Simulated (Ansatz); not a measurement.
# TiC: the cost of one run

Method: DFT PBEsol, scalar-relativistic, plane waves, PAW, in Ansatz 0.2.0.

1 further run of the same task is left out (set aside as unsound or not needed). Runs told in other sessions of the task aren't counted.

## 1. The structure to begin with

The structure is cubic, space group Fm-3m (No. 225). Conventional cell: a = 4.293 Å, b = 4.293 Å, c = 4.293 Å, α = 90.00°, β = 90.00°, γ = 90.00°. Ti (site symmetry m-3m) has 6 C at 2.15 Å in its first shell of neighbours. C (site symmetry m-3m) is surrounded by 6 Ti at 2.15 Å.

As a file:

```cif
data_structure
_symmetry_space_group_name_H-M 'Fm-3m'
_symmetry_Int_Tables_number 225
_cell_length_a 4.2934
_cell_length_b 4.2934
_cell_length_c 4.2934
_cell_angle_alpha 90.000
_cell_angle_beta 90.000
_cell_angle_gamma 90.000
_cell_volume 79.14
loop_
_atom_site_label
_atom_site_type_symbol
_atom_site_symmetry_multiplicity
_atom_site_Wyckoff_symbol
_atom_site_fract_x
_atom_site_fract_y
_atom_site_fract_z
_atom_site_occupancy
Ti1 Ti 4 a 0.00000 0.00000 0.00000 1
C1 C 4 b 0.50000 0.00000 0.00000 1
```

It is the result of an earlier relaxation at this level (volume 9.89 Å³/atom; gap on the mesh: none (metal)).

## 2. Zero of energy

The reference gives a free energy of -2722.4210 eV, pressure -0.02 GPa, largest force 0.000 eV/Å and gap on the mesh none (metal). It was computed beforehand with the settings of the runs below.

## 3. Setting up a sublattice displacement scan

Every C atom is moved by x along the Cartesian unit vector (0.000, 0.000, 1.000); the cell and all other atoms stay fixed. Forces below are components along that vector, summed over the moved atoms.

## 4. x = -0.500 Å

input.yaml reads:

```yaml
crystal:
  lattice:
    - [0.0, 2.1466854677, 2.1466854677]
    - [2.1466854677, 0.0, 2.1466854677]
    - [2.1466854677, 2.1466854677, 0.0]
  atoms:
    - { symbol: Ti, position: [0.0, 0.0, 0.0] }
    - { symbol: C, position: [0.3835413926, 0.3835413926, 0.6164586074] }
basis:
  ecutwfc: 420
kpoints:
  mp_grid: { grid: [24, 24, 24] }
hamiltonian:
  xc: pbesol
scf:
  occupations: { method: gaussian, width: 0.15 }
output:
  forces: true
  stress: true
  eigenvalues: true
```

Started as:

```bash
> ansatz run input.yaml --threads 1 --pin off --max-ram 2560MiB --backend cpu --events-out ev --progress --plain --runs-dir out
```

Q: Estimate wall time and peak memory on 1 thread of Intel Xeon Platinum 8488C (Sapphire Rapids), shared host.

About 16 s, with a peak of 0.69 GiB.
